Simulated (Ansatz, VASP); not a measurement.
One calculation of Ta, two programs

```
Ta
1.0
    -1.64020    1.64020    1.64020
     1.64020   -1.64020    1.64020
     1.64020    1.64020   -1.64020
Ta
1
Direct
  0.00000 0.00000 0.00000
```

Change from the starting cell: volume scaled by 0.98.

Alike in both runs: task single point; functional PBEsol; k mesh 11 × 11 × 11; occupations fermi-dirac, width 0.05 eV; no spin polarisation.

```csv
,VASP,Ansatz
version,VASP 6.6.1,Ansatz 0.2.0
potentials or method,"VASP PAW PBE potentials, release 64 (Ta_pv)",Ansatz PAW
plane-wave cutoff (eV),520,420
valence electrons in the cell,11,13
```

|  | VASP | Ansatz | Ansatz less VASP |
| --- | --- | --- | --- |
| gap on the k mesh at the Fermi level (eV) | none | none | - |
| pressure (GPa) | 0.0 | -0.2 | -0.19 |

A gap of «none» marks a metal or a gap that the smearing closes. The two sets of potentials don't hold the same shells in valence.

Caveats: the PAW data sets were made with another functional, which shifts forces and pressure a little (VASP); the PAW data sets come from PBE, with cores solved anew for the run's functional, which leaves a small shift of forces and pressure (Ansatz). The runs have no spin-orbit coupling, so splittings on Ta are missing.
